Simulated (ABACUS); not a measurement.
LiH:

```
Li H
1.0
     0.00000    2.03675    2.03675
     2.03675    0.00000    2.03675
     2.03675    2.03675    0.00000
Li H
1 1
Direct
  0.00000 0.00000 0.00000
  0.50000 0.50000 0.50000
```

Base run:

* Program: ABACUS 3.10.1
* Functional: BLYP
* Potentials or basis: SSSP 1.3 efficiency PBE
* Cutoff: 748 eV
* Density cutoff: 5987 eV
* Basis: plane waves
* k mesh: 9 × 9 × 9
* Occupations: fermi-dirac, width 0.05 eV
* Spin: no spin polarisation

Its results: band gap on the k mesh 3.73 eV, direct; pressure -1.1 GPa.

**Question.** The run is repeated on the same cell with these changes: functional from BLYP to LDA; potentials or basis from SSSP 1.3 efficiency PBE to GBRV ultrasoft 1.5 LDA; cutoff from 748 eV to 544 eV; density cutoff from 5987 eV to 4354 eV. What comes out?

**Answer.** Band gap on the k mesh 2.94 eV, direct; pressure -4.1 GPa.

Caveats: an odd mesh through Γ misses points on the zone boundary, where band edges often lie; the potentials were made for another functional, which shifts forces and pressure (some runs).

Not every run made on this cell is shown here.
